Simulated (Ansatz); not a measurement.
How far is PAW off for Li?

```
Li
1.0
    -1.78500    1.75000    1.75000
     1.75000   -1.78500    1.75000
     1.75000    1.75000   -1.78500
Li
1
Direct
  0.00000 0.00000 0.00000
```

Structure: COD 9011628, as refined from experiment and not relaxed. The listed cell was then made from it by scaling, straining or moving an atom.

All numbers are computed: DFT, PBE, PAW with Ansatz's default frozen-core files, scalar-relativistic (Ansatz 0.2.0); DFT, PBE, all-electron PAW with datasets made for the crystal, scalar-relativistic (Ansatz 0.2.0); DFT, PBE, all-electron LAPW, scalar-relativistic (Ansatz 0.2.0).

For PAW: a Γ-centred 15×15×15 k mesh, Fermi–Dirac smearing of 0.08 eV, cutoff 420 eV, no spin polarisation. The crystal-made all-electron datasets (AE datasets) take a cutoff of 100 eV at this cell. LAPW targets a basis error of 0.25 meV/atom. The Ansatz runs share mesh, smearing and spin set-up. Plane-wave (PAW) pressures include the program's estimate of the Pulay term.

Stress and pressure are positive in compression.

The change that made this cell: equal xy, yz and zx engineering shear strains of -2 %.

```
       quantity    PAW  AE datasets   LAPW
 pressure (GPa)  -0.71        -0.70  -0.70
stress yz (GPa)   0.23         0.23   0.23
stress xz (GPa)   0.23         0.23   0.23
stress xy (GPa)   0.23         0.23   0.23
```

PAW's pressure differs from the LAPW value by about 0.01 GPa or less.
